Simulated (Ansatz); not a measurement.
**TaN: pressure against volume**

One table from this session's results is given with a row withheld; the runs are named, their logs left out.

Method: DFT LDA, scalar-relativistic, in Ansatz 0.2.0.

## Starting point

The structure is hexagonal, space group P6_3mc (No. 186). The conventional cell has a = 3.050 Å, b = 3.050 Å, c = 4.940 Å, α = 90.00°, β = 90.00°, γ = 120.00°. Around Ta (site symmetry 3m) lie 4 N at 1.85 to 1.90 Å. Around N (site symmetry 3m) lie 4 Ta at 1.85 to 1.90 Å.

Structure file:

```xyz
4
Lattice="3.0500 0.0000 0.0000 -1.5250 2.6414 0.0000 0.0000 0.0000 4.9400" Properties=species:S:1:pos:R:3 pbc="T T T"
Ta    0.0000    1.7609    0.0000
Ta    1.5250    0.8805    2.4700
N     0.0000    1.7609    1.9019
N     1.5250    0.8805    4.3719
```

Atoms are numbered in the order of the input: Ta1, Ta2, N3, N4.

Set-up of the first run:

input.yaml

```yaml
crystal:
  lattice:
    - [2.9877386998, 0.0, 0.0]
    - [-1.49386935, 2.587457614, 0.0]
    - [0.0, 0.0, 4.839155377]
  atoms:
    - { symbol: Ta, position: [0.3333333333, 0.6666666667, 0.0] }
    - { symbol: Ta, position: [0.6666666667, 0.3333333333, 0.5] }
    - { symbol: "N", position: [0.3333333333, 0.6666666667, 0.385] }
    - { symbol: "N", position: [0.6666666667, 0.3333333333, 0.885] }
kpoints:
  mp_grid: { grid: [9, 9, 5] }
  band_path:
    path:
      - [0.0, 0.0, 0.0]
      - [0.5, 0.0, 0.0]
      - [0.3333333333, 0.3333333333, 0.0]
      - [0.0, 0.0, 0.0]
      - [0.0, 0.0, 0.5]
      - [0.5, 0.0, 0.5]
      - [0.3333333333, 0.3333333333, 0.5]
      - [0.0, 0.0, 0.5]
      - [0.5, 0.0, 0.5]
    npoints: 5
scf:
  occupations: { method: fermi_dirac, width: 0.03 }
hamiltonian:
  xc: lda
  pseudopotentials: { kind: all_electron, lapw: { basis_error: 0.001 } }
output:
  forces: true
  stress: true
  eigenvalues: true
```

Command:

```sh
> ansatz run input.yaml --threads 1 --pin off --max-ram 4096MiB --backend cpu --events-out ev --progress --plain --runs-dir out
```

Among the steps run: Volume × 0.94, LAPW; Volume × 0.94, PAW; Volume × 0.94, crystal datasets; Volume × 0.98, LAPW; Volume × 0.98, PAW; Volume × 0.98, crystal datasets; Volume × 1.01, LAPW; Volume × 1.01, PAW; Volume × 1.01, crystal datasets; Volume × 1.04, LAPW; Volume × 1.04, PAW; Volume × 1.04, crystal datasets.

One of the session's tables, all rows but one given; the rest of the session is left out.

| method | volume (Å³/atom) | pressure (GPa) | largest force (eV/Å) |
| --- | --- | --- | --- |
| LAPW | 9.352 | 162.37 | 2.375 |
| LAPW | 9.750 | 130.08 | 2.263 |
| LAPW | 10.049 | 109.18 | 2.185 |
| LAPW | 10.347 | 90.77 | 2.112 |
| PAW | 9.352 | 165.59 | 2.402 |
| PAW | 9.750 | ? | ? |
| PAW | 10.049 | 111.29 | 2.206 |
| PAW | 10.347 | 92.52 | 2.130 |
| crystal datasets | 9.352 | 162.36 | 2.375 |
| crystal datasets | 9.750 | 130.08 | 2.263 |
| crystal datasets | 10.049 | 109.18 | 2.185 |
| crystal datasets | 10.347 | 90.76 | 2.112 |

**Question.** Estimate the row for PAW, 9.750.

The run gave: pressure (GPa): 132.60; largest force (eV/Å): 2.286. In the column «pressure (GPa)» it lies between crystal datasets, 9.750 (130.08) and crystal datasets, 9.352 (162.36).

To keep in mind: Warnings in the runs' records: gradients without spin orbit, crystal datasets made.
